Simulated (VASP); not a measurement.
# Settings for Al₂Pt: self-consistent run

Al₂Pt, Fm-3m (no. 225), 3 atoms in the cell. LDA; PAW potentials Pt, Al (LDA set). VASP 6.6.1.

Wanted: energy within 0.2 meV/atom; Fermi level within 0.005 eV.

What the run is for: comparing ways to start; Accuracy asked: tight.

POSCAR:
```
Al2Pt
1.0
    0.0000000000      2.9550000000      2.9550000000
    2.9550000000      0.0000000000      2.9550000000
    2.9550000000      2.9550000000      0.0000000000
Pt Al
1 2
Direct
    0.0000000000      0.0000000000      0.0000000000
    0.7500000000      0.7500000000      0.7500000000
    0.2500000000      0.2500000000      0.2500000000
```

## How the run starts (with a second run first, the time holds both)

| How the run starts (with a second run first, the time holds both) | Energy less reference (meV/atom) | Fermi level (eV) | Time (s) |
|---|---|---|---|
| from scratch: 12 SCF iterations | 0.00 | 7.6760 | 26 |
| density of a coarse mesh (ICHARG 1): 12 + 9 SCF iterations | 0.00 | 7.6761 | 28 |
| orbitals of a lower cutoff (ISTART 1): 12 + 5 SCF iterations | 0.00 | 7.6762 | 29 |
| orbitals of a loose run: 9 + 4 SCF iterations | 0.00 | 7.6763 | 22 |

## Question

For each series: keep the first row unless others stay within half of the tolerance and take at least 30 % less time, and then take the fastest.

## Answer

- How the run starts (with a second run first, the time holds both): from scratch: 12 SCF iterations

The chosen settings are those of the reference run.

## The input

INCAR:
```
SYSTEM = Al2Pt
  GGA = CA
  ISMEAR = 1
  SIGMA = 0.1
  LWAVE = .False.
  LCHARG = .False.
  ISIF = 2
  PREC = Accurate
  LASPH = .True.
  LREAL = .False.
  ALGO = Normal
  EDIFF = 1E-6
  NELM = 120
  GGA_COMPAT = .False.
  ENCUT = 400
```

KPOINTS:
```
k-points
0
Gamma
  10 10 10
```

Commands:
```
cat potpaw_LDA.64/Pt/POTCAR potpaw_LDA.64/Al/POTCAR > POTCAR
mpirun -np 1 vasp_std > vasp.out
```

The chosen input took VASP 6.6.1 26 s on 1 core (AMD EPYC 7R43 (Zen 3)), a shared host.

## An input that fails: restart asked without its files

VASP's message: ERROR: charge density could not be read from file CHGCAR for ICHARG>10.

Changes against the starting input:
```
- NELM = 120
+ NELM = 60
+ ICHARG = 11
```
